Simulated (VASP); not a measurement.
Here is a VASP 6.6.1 calculation.

The input INCAR:

```
SYSTEM = SnO2
PREC     = Accurate       ! precision mode
ENCUT    = 600            ! plane-wave cutoff, eV
EDIFF    = 1E-6           ! SCF threshold, eV
ISMEAR   = 0              ! smearing method
SIGMA    = 0.05           ! smearing width, eV
LREAL    = .False.        ! projectors in reciprocal space
LASPH    = .True.         ! aspherical terms in the spheres
NELM     = 60             ! most SCF steps
ALGO     = Normal         ! electronic algorithm
ISIF     = 3              ! what is computed and relaxed
LWAVE    = .False.        ! write WAVECAR
LCHARG   = .False.        ! write CHGCAR
METAGGA  = R2SCAN         ! meta-GGA
LMIXTAU  = .True.       
IBRION   = 2              ! ionic algorithm
NSW      = 40             ! ionic steps
EDIFFG   = -0.01          ! ionic threshold
```

File KPOINTS:

```
regular mesh
0
Gamma
  9 9 9
  0 0 0
```

File POSCAR:

```
SnO2
1.0
    0.0000000000      2.5741500000      2.5741500000
    2.5741500000      0.0000000000      2.5741500000
    2.5741500000      2.5741500000      0.0000000000
Sn O
1 2
Direct
    0.0000000000      0.0000000000      0.0000000000
    0.7500000000      0.7500000000      0.7500000000
    0.2500000000      0.2500000000      0.2500000000
```

Potentials or basis: VASP PAW PBE potentials, release 64 (Sn_d, O).

Run with:

```console
$ cat potpaw_PBE.64/Sn_d/POTCAR potpaw_PBE.64/O/POTCAR > POTCAR
$ mpirun -np 1 vasp_std > vasp.out
```

What does it give for the band gap on the k mesh?

0.89 eV, indirect (least direct gap 2.23 eV).

What does it give for the space group after relaxing (to 0.05 Å)?

Fm-3m (No. 225).

Estimate the relaxed volume.

10.90 Å³/atom.

Estimate the relaxed cell.

a = 3.589 Å, b = 3.589 Å, c = 3.589 Å, α = 60.00°, β = 60.00°, γ = 60.00°.

Final structure:
```xyz
3
Lattice="0.0000 2.5380 2.5380 2.5380 0.0000 2.5380 2.5380 2.5380 0.0000" Properties=species:S:1:pos:R:3 pbc="T T T"
Sn    0.0000    0.0000    0.0000
O     3.8070    3.8070    3.8070
O     1.2690    1.2690    1.2690
```

Caveat: the PAW data sets were made with another functional, which shifts forces and pressure a little; spin-orbit coupling is left out, which moves the levels of the heavy elements; an odd mesh through Γ misses points on the zone boundary, where band edges often lie.
